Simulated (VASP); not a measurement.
# Ge4H in VASP: phonons with PBE

Aim: the phonons of Ge4H with PBE.

Program: VASP 6.6.1. These are calculated values, not measurements. Logs are shortened: lines on timing, memory, paths and dates and some standing lists are left out, and cuts for length are marked.

### 1 The slab as given

The cell holds a slab with vacuum, 10 atoms: a = 4.001 Å, b = 4.001 Å, c = 25.737 Å, α = 90.00°, β = 90.00°, γ = 120.00°.

The cell was built by a generator and needn't be a form met in nature.

### 2 Phonons, PBE

POSCAR

```
Ge4H
1.0
    4.0008101700      0.0000000000      0.0000000000
   -2.0004050800      3.4648032400      0.0000000000
    0.0000000000      0.0000000000     25.7366054200
  Ge              H
     8     2
Direct
     0.0000000000000000    0.0000000000000000    0.2909935602167342
     0.6666666699999979    0.3333333300000021    0.3224711070062624
     0.6666666699999979    0.3333333300000021    0.4186557730083361
     0.3333333300000021    0.6666666699999979    0.4517439600350699
     0.3333333300000021    0.6666666699999979    0.5482560399649303
     0.0000000000000000    0.0000000000000000    0.5813442269916639
     0.0000000000000000    0.0000000000000000    0.6775288929937378
     0.6666666699999979    0.3333333300000021    0.7090064397832662
     0.6666666699999979    0.3333333300000021    0.7694218330581426
     0.0000000000000000    0.0000000000000000    0.2305781669418572
```

INCAR.step1

```
SYSTEM = Ge4H
PREC = Accurate
ENCUT = 600
EDIFF = 1E-8
ISMEAR = -1
SIGMA = 0.05
LREAL = .False.
LASPH = .True.
NELM = 100
ALGO = Normal
ISIF = 2
LWAVE = .False.
LCHARG = .False.
GGA = PE
KPAR = 4
IBRION = 2
NSW = 40
EDIFFG = -0.002
```

INCAR.step2

```
SYSTEM = Ge4H
PREC = Accurate
ENCUT = 600
EDIFF = 1E-8
ISMEAR = -1
SIGMA = 0.05
LREAL = .False.
LASPH = .True.
NELM = 100
ALGO = Normal
ISIF = 2
LWAVE = .False.
LCHARG = .False.
GGA = PE
KPAR = 4
IBRION = 8
NSW = 1
```

KPOINTS

```
regular mesh
0
Gamma
  6 6 1
  0 0 0
```

Potentials or basis: VASP PAW PBE potentials, release 64 (Ge_d, H).

Run with:

```bash
$ cat potpaw_PBE.64/Ge_d/POTCAR potpaw_PBE.64/H/POTCAR > POTCAR
$ cp INCAR.step1 INCAR
$ mpirun -np 4 vasp_std > vasp.out
$ cp CONTCAR POSCAR
$ cp INCAR.step2 INCAR
$ mpirun -np 4 vasp_std > vasp.out
```

OUTCAR:

```text
SYSTEM = Ge4H
   PREC = Accurate
   ENCUT = 600
   EDIFF = 1E-8
   ISMEAR = -1
   LREAL = .False.
   LASPH = .True.
   NELM = 100
   ISIF = 2
   GGA = PE
   IBRION = 8
   NSW = 1

 ion  position               nearest neighbor table
   1  0.000  0.000  0.291-  10 1.55   2 2.45   2 2.45   2 2.45
   2  0.667  0.333  0.323-   1 2.45   1 2.45   1 2.45   3 2.47
   3  0.667  0.333  0.419-   4 2.46   4 2.46   4 2.46   2 2.47
   4  0.333  0.667  0.452-   3 2.46   3 2.46   3 2.46   5 2.48
   5  0.333  0.667  0.548-   6 2.46   6 2.46   6 2.46   4 2.48
   6  0.000  0.000  0.581-   5 2.46   5 2.46   5 2.46   7 2.47
   7  0.000  0.000  0.677-   8 2.45   8 2.45   8 2.45   6 2.47
[... 793 lines left out ...]
  6X    -0.002619   -0.000000   -0.000000   -0.057994   -0.000000    0.000000   -0.073736   -0.000000   -0.000000   -0.151029   -0.000000    0.000000   10.561389    0.000000    0.000000  -11.122799   -0.000000    0.000000    0.825497    0.000000   -0.000000   -0.232638   -0.000000    0.000000    0.285348    0.000000    0.000000   -0.031419   -0.000000    0.000000
  6Y    -0.000000   -0.002619    0.000000   -0.000000   -0.057994   -0.000000   -0.000000   -0.073736    0.000000   -0.000000   -0.151029    0.000000    0.000000   10.561389    0.000000   -0.000000  -11.122799    0.000000    0.000000    0.825497    0.000000   -0.000000   -0.232638    0.000000    0.000000    0.285348    0.000000   -0.000000   -0.031419    0.000000
  6Z    -0.000000    0.000000   -0.004692    0.000000   -0.000000    0.007308   -0.000000    0.000000    0.188713    0.000000   -0.000000    0.487616    0.000000    0.000000    5.464064    0.000000   -0.000000  -12.608834    0.000000   -0.000000    5.985752    0.000000    0.000000    0.545272    0.000000    0.000000   -0.076859    0.000000    0.000000    0.011660
  7X    -0.021157   -0.000000   -0.000000    0.046488    0.000000   -0.000000   -0.051380   -0.000000    0.000000    0.222404    0.000000    0.000000   -0.162475   -0.000000    0.000000    0.829682    0.000000    0.000000  -11.909529   -0.000000   -0.000000   11.240155    0.000000   -0.000000   -0.207588   -0.000000   -0.000000    0.013401    0.000000   -0.000000
  7Y    -0.000000   -0.021157    0.000000    0.000000    0.046488   -0.000000   -0.000000   -0.051380    0.000000    0.000000    0.222404   -0.000000   -0.000000   -0.162475    0.000000    0.000000    0.829682    0.000000   -0.000000  -11.909529    0.000000    0.000000   11.240155    0.000000   -0.000000   -0.207588    0.000000    0.000000    0.013401    0.000000
  7Z     0.000000   -0.000000   -0.002409   -0.000000    0.000000   -0.009331   -0.000000    0.000000   -0.000714    0.000000   -0.000000   -0.026479    0.000000   -0.000000    0.484637    0.000000    0.000000    5.986848    0.000000   -0.000000  -12.653913    0.000000    0.000000    5.689236   -0.000000   -0.000000    0.545404    0.000000    0.000000   -0.013280
  8X     0.008465    0.000000   -0.000000   -0.010033   -0.000000    0.000000    0.015347    0.000000   -0.000000   -0.053521   -0.000000   -0.000000   -0.032262   -0.000000   -0.000000   -0.212131   -0.000000    0.000000   11.253948    0.000000    0.000000  -11.935491   -0.000000    0.000000    0.968362    0.000000    0.000000   -0.002684   -0.000000   -0.000000
  8Y     0.000000    0.008465    0.000000   -0.000000   -0.010033    0.000000    0.000000    0.015347    0.000000   -0.000000   -0.053521    0.000000   -0.000000   -0.032262    0.000000   -0.000000   -0.212131    0.000000    0.000000   11.253948    0.000000   -0.000000  -11.935491   -0.000000    0.000000    0.968362    0.000000   -0.000000   -0.002684    0.000000
  8Z     0.000000    0.000000    0.005240    0.000000    0.000000   -0.005577    0.000000   -0.000000   -0.026347    0.000000    0.000000   -0.018116    0.000000    0.000000    0.199933    0.000000    0.000000    0.519974    0.000000    0.000000    5.689510    0.000000    0.000000  -20.173267    0.000000    0.000000   13.837988    0.000000    0.000000   -0.029339
  9X    -0.008571   -0.000000    0.000000    0.019978    0.000000    0.000000   -0.019864   -0.000000    0.000000    0.061210    0.000000    0.000000   -0.068571   -0.000000   -0.000000    0.296987    0.000000    0.000000   -0.201581   -0.000000   -0.000000    0.963380    0.000000    0.000000   -1.051504   -0.000000    0.000000    0.008535    0.000000    0.000000
  9Y    -0.000000   -0.008571    0.000000    0.000000    0.019978    0.000000   -0.000000   -0.019864    0.000000    0.000000    0.061210    0.000000   -0.000000   -0.068571    0.000000    0.000000    0.296987    0.000000   -0.000000   -0.201581    0.000000    0.000000    0.963380   -0.000000   -0.000000   -1.051504    0.000000    0.000000    0.008535    0.000000
  9Z     0.000000    0.000000   -0.015733    0.000000    0.000000   -0.011638    0.000000    0.000000    0.003508   -0.000000   -0.000000   -0.020869    0.000000    0.000000   -0.025462    0.000000    0.000000   -0.084693    0.000000    0.000000    0.547937    0.000000    0.000000   13.851248   -0.000000    0.000000  -14.276425    0.000000    0.000000    0.032127
 10X     0.963380    0.000000    0.000000   -0.201581   -0.000000   -0.000000    0.296987    0.000000    0.000000   -0.068571   -0.000000   -0.000000    0.061210    0.000000    0.000000   -0.019864   -0.000000    0.000000    0.019978    0.000000    0.000000   -0.008571   -0.000000    0.000000    0.008535    0.000000    0.000000   -1.051504   -0.000000    0.000000
 10Y     0.000000    0.963380   -0.000000   -0.000000   -0.201581    0.000000    0.000000    0.296987    0.000000   -0.000000   -0.068571    0.000000    0.000000    0.061210    0.000000   -0.000000   -0.019864    0.000000    0.000000    0.019978    0.000000   -0.000000   -0.008571    0.000000    0.000000    0.008535    0.000000   -0.000000   -1.051504    0.000000
 10Z     0.000000    0.000000   13.851248    0.000000    0.000000    0.547937    0.000000    0.000000   -0.084693    0.000000    0.000000   -0.025462   -0.000000   -0.000000   -0.020869    0.000000    0.000000    0.003508    0.000000    0.000000   -0.011638    0.000000    0.000000   -0.015733    0.000000    0.000000    0.032127   -0.000000    0.000000  -14.276425

 Eigenvectors and eigenvalues of the dynamical matrix
   1 f  =   59.519709 THz   373.973362 2PiTHz 1985.363794 cm-1   246.153628 meV
   2 f  =   59.386846 THz   373.138559 2PiTHz 1980.931957 cm-1   245.604150 meV
   3 f  =   16.236618 THz   102.017679 2PiTHz  541.595275 cm-1    67.149226 meV
   4 f  =   16.236618 THz   102.017679 2PiTHz  541.595274 cm-1    67.149226 meV
   5 f  =   16.097789 THz   101.145394 2PiTHz  536.964456 cm-1    66.575078 meV
   6 f  =   16.097789 THz   101.145394 2PiTHz  536.964456 cm-1    66.575078 meV
[... 19 lines left out ...]
  26 f  =    0.966881 THz     6.075095 2PiTHz   32.251694 cm-1     3.998699 meV
  27 f  =    0.966881 THz     6.075095 2PiTHz   32.251694 cm-1     3.998699 meV
  28 f/i=    0.023839 THz     0.149782 2PiTHz    0.795167 cm-1     0.098588 meV
  29 f/i=    0.069255 THz     0.435145 2PiTHz    2.310111 cm-1     0.286417 meV
  30 f/i=    0.069255 THz     0.435145 2PiTHz    2.310111 cm-1     0.286417 meV

 ELASTIC MODULI CONTR FROM IONIC RELAXATION (kBar)
 Direction    XX          YY          ZZ          XY          YZ          ZX
 --------------------------------------------------------------------------------
 XX        -150.7387     14.1798    -65.7020     -0.0000    -99.7180     -0.0000
 YY          14.1798   -150.7387    -65.7020     -0.0000     99.7180      0.0000
 ZZ         -65.7020    -65.7020  -1053.0112     -0.0000     -0.0000      0.0000
 XY          -0.0000     -0.0000     -0.0000    -82.4593      0.0000   -108.3526
 YZ         -99.7180     99.7180     -0.0000      0.0000   -248.6468     -0.0000
 ZX          -0.0000      0.0000      0.0000   -108.3526     -0.0000   -276.1802
 --------------------------------------------------------------------------------
```

OUTCAR.step1:

```text
SYSTEM = Ge4H
   PREC = Accurate
   ENCUT = 600
   EDIFF = 1E-8
   ISMEAR = -1
   LREAL = .False.
   LASPH = .True.
   NELM = 100
   ISIF = 2
   GGA = PE
   IBRION = 2
   NSW = 40
   EDIFFG = -0.002

[... 435 lines left out ...]
 fundamental gap:      0.4997581832
 Fermi energy:         0.7339091753

 k-point     1 :       0.0000    0.0000    0.0000
  band No.  band energies     occupation
      1     -24.2312      2.00000
      2     -24.2312      2.00000
      3     -24.2225      2.00000
      4     -24.2225      2.00000
      5     -24.2077      2.00000
      6     -24.2077      2.00000
[... 523 lines left out ...]
  FREE ENERGIE OF THE ION-ELECTRON SYSTEM (eV)
  ---------------------------------------------------
  free  energy   TOTEN  =       -42.2828952885 eV

  energy  without entropy=      -42.2825449810  energy(sigma->0) =      -42.28272013

 reached required accuracy - stopping structural energy minimisation
```

OSZICAR.step1:

```text
N       E                     dE             d eps       ncg     rms          rms(c)
DAV:   1     0.146525072125E+04    0.14653E+04   -0.60129E+04  1164   0.388E+03
DAV:   2     0.245268985494E+03   -0.12200E+04   -0.11761E+04   984   0.109E+03
DAV:   3    -0.177571170835E+02   -0.26303E+03   -0.25644E+03  1220   0.263E+02
[... 109 lines left out ...]
DAV:   2    -0.422828951624E+02   -0.10415E-05   -0.10886E-05  1300   0.197E-02    0.155E-03
DAV:   3    -0.422828952235E+02   -0.61129E-07   -0.29370E-07  1180   0.104E-02    0.809E-04
DAV:   4    -0.422828952730E+02   -0.49513E-07   -0.83345E-08  1016   0.827E-03    0.186E-04
DAV:   5    -0.422828952849E+02   -0.11896E-07   -0.43731E-08   900   0.479E-03    0.937E-05
DAV:   6    -0.422828952885E+02   -0.35579E-08   -0.20458E-08   676   0.208E-03
  12 F= -.42282895E+02 E0= -.42282720E+02  d E =-.935991E-05
```

It took 73 min on 4 MPI ranks of Intel Xeon Platinum 8259CL at 2.50GHz (Skylake/Cascade Lake), shared host; peak memory 1.5 GiB.

What came out:

```
Highest phonon frequency at Γ, LO-TO splitting left out : 1985 cm⁻¹
```

Phonon frequencies in cm⁻¹ (negative: imaginary):
```csv
q point,frequencies
"(0.000, 0.000, 0.000)",-2 -2 -1 32 32 50 50 55 55 66 130 184 221 256 279 281 281 285 285 289 289 289 291 291 537 537 542 542 1981 1985
```
